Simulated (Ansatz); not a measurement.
## KF: what changed settings do

All trials start from this Ansatz input:

```yaml
crystal:
  lattice:
    - [0.0, 2.654413405, 2.654413405]
    - [2.654413405, 0.0, 2.654413405]
    - [2.654413405, 2.654413405, 0.0]
  atoms:
    - { symbol: K, position: [0.0, 0.0, 0.0] }
    - { symbol: F, position: [0.5, 0.5, 0.5] }
basis:
  ecutwfc: 420
kpoints:
  mp_grid: { grid: [8, 8, 8] }
hamiltonian:
  xc: pbe
scf:
  occupations: { method: gaussian, width: 0.1 }
output:
  forces: true
  stress: true
  eigenvalues: true
```

Command:

```bash
ansatz run input.yaml --threads 1 --pin off --max-ram 2048MiB --backend cpu --events-out ev --progress --plain --runs-dir out
```

The run converges in 7 SCF iterations on 29 irreducible k-points: pressure 2.11 GPa, gap on the sampled k-points 6.29 eV. Time: 1.8 s on 1 thread of Arm Neoverse N1, on a shared host, peak memory 0.32 GiB.

These settings were drawn at random to show what each does; none of the numbers is a converged property of the crystal. Each trial's input is given as a difference from the reference's; energies are extrapolated to zero smearing where there is one, and pressure is positive in compression.

Trial 1 (strained):

```diff
 crystal:
   lattice:
-    - [0.0, 2.654413405, 2.654413405]
-    - [2.654413405, 0.0, 2.654413405]
-    - [2.654413405, 2.654413405, 0.0]
+    - [0.0173721252, 2.7392740155, 2.6315223171]
+    - [2.6326877267, 0.0292520289, 2.6196424135]
+    - [2.5971206691, 2.6918270543, 0.0648190864]
 basis:
+  ecutrho_ratio: 10
 kpoints:
-  mp_grid: { grid: [8, 8, 8] }
+  mp_grid: { kspacing: 1.2 }
 scf:
+  self_checks: high
 output:
+  populations: true
```

The run converges in 7 SCF iterations on 8 irreducible k-points: energy 23.6 meV per atom above the reference, pressure 3.35 GPa, gap on the sampled k-points 6.35 eV. It took 1.9 s.

Trial 2 (origin moved):

```diff
 crystal:
   atoms:
-    - { symbol: K, position: [0.0, 0.0, 0.0] }
-    - { symbol: F, position: [0.5, 0.5, 0.5] }
+    - { symbol: K, position: [0.978, 0.507, 0.077] }
+    - { symbol: F, position: [1.478, 1.007, 0.577] }
 hamiltonian:
+  hubbard: { sites: [{ species: F, l: p, u_eff: 1.0 }] }
 scf:
-  occupations: { method: gaussian, width: 0.1 }
+  occupations: { method: fixed }
```

The run converges in 8 SCF iterations on 29 irreducible k-points: pressure 2.03 GPa, gap on the sampled k-points 6.68 eV. It took 3.1 s. Under a U the state reached may not be the lowest.

Trial 3:

```diff
 basis:
+  ecutrho_ratio: 2
 kpoints:
-  mp_grid: { grid: [8, 8, 8] }
+  mp_grid: { grid: [6, 5, 6] }
 hamiltonian:
+  dispersion: d3bj
 scf:
-  occupations: { method: gaussian, width: 0.1 }
+  occupations: { method: gaussian, width: 0.28 }
+  lower_state_search: "off"
+  n_extra_bands: 5
+  max_iter: 65
```

The run converges in 10 SCF iterations on 55 irreducible k-points: pressure 1.16 GPa, gap on the sampled k-points 6.28 eV. It took 5.2 s. It warns that the density cutoff lies under the recommended one; that the mesh lowers the symmetry.

Trial 4:

```diff
-basis:
-  ecutwfc: 420
+basis: {}
 kpoints:
-  mp_grid: { grid: [8, 8, 8] }
+  mp_grid: { grid: [5, 7, 2] }
 scf:
+  algorithm: direct_min
+  max_iter: 100
```

The run converges in 4 SCF iterations on 36 irreducible k-points: energy 0.85 meV per atom above the reference, pressure 2.10 GPa, gap on the sampled k-points 6.28 eV. It took 3.7 s. It warns that the mesh lowers the symmetry.

Trial 5:

```diff
 basis:
+  ecutrho_ratio: 4
 hamiltonian:
+  hubbard: { sites: [{ species: F, l: p, u_eff: 8.4 }] }
 scf:
+  max_iter: 20
```

The run converges in 7 SCF iterations on 29 irreducible k-points: pressure 1.70 GPa, gap on the sampled k-points 9.66 eV. It took 3 s.

Trial 6:

```diff
 hamiltonian:
+  dispersion: d3bjatm
 scf:
+  mixing: { ndim: 20, preconditioner: kerker_dos }
+  initial_density: { chi_scale: 0, normalization: atom }
+  max_iter: 91
 output:
+  optics: { e_range: [0, 10], sigma: 0.2 }
```

The run converges in 10 SCF iterations on 29 irreducible k-points: pressure 0.87 GPa, gap on the sampled k-points 6.29 eV. It took 13 s.